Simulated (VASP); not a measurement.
Runs of VASP 6.6.1 on PbSe (Clausthalite). The structure is cubic, space group Fm-3m (No. 225). Conventional cell: a = 6.121 Å, b = 6.121 Å, c = 6.121 Å, α = 90.00°, β = 90.00°, γ = 90.00°. Pb (site symmetry m-3m) is surrounded by 6 Se at 3.06 Å. Se (site symmetry m-3m) is surrounded by 6 Pb at 3.06 Å. 

```tsv
task	cell	gap on the mesh (eV)	pressure (GPa)
relaxation of cell and atoms	relaxed	0.03	0.0
relaxation of the atoms	atoms relaxed	0.03	0.0
relaxation of the atoms	atoms relaxed from: a relaxed cell with its volume scaled by 0.96	(a)	2.5
relaxation of the atoms	atoms relaxed from: a relaxed cell with its volume scaled by 0.94	0.20	4.0
relaxation of the atoms	atoms relaxed from: a relaxed cell with its volume scaled by 0.98	0.04	1.1
relaxation of the atoms	atoms relaxed from: a relaxed cell with its volume scaled by 1.06	0.23	-3.0
relaxation of the atoms	atoms relaxed from: a relaxed cell with its volume scaled by 1.04	(b)	-2.1
```

Alike in all rows: level LDA; potentials or basis VASP PAW LDA potentials, release 64 (Pb_d, Se); no spin polarisation; k mesh 8 × 8 × 8; cutoff (eV) 600; smearing gaussian 0.03 eV.

Estimate the missing entries.

(a) 0.12; (b) 0.17.

Caveats: spin-orbit coupling is left out, which as a rule narrows the gap of such compounds by several tenths of an eV; the relaxation stopped at its first step, so nothing moved (some runs).

A k mesh can miss the band edges, and the runs leave out spin-orbit coupling on Pb, Se.

Runs at the PBE level aren't shown here.
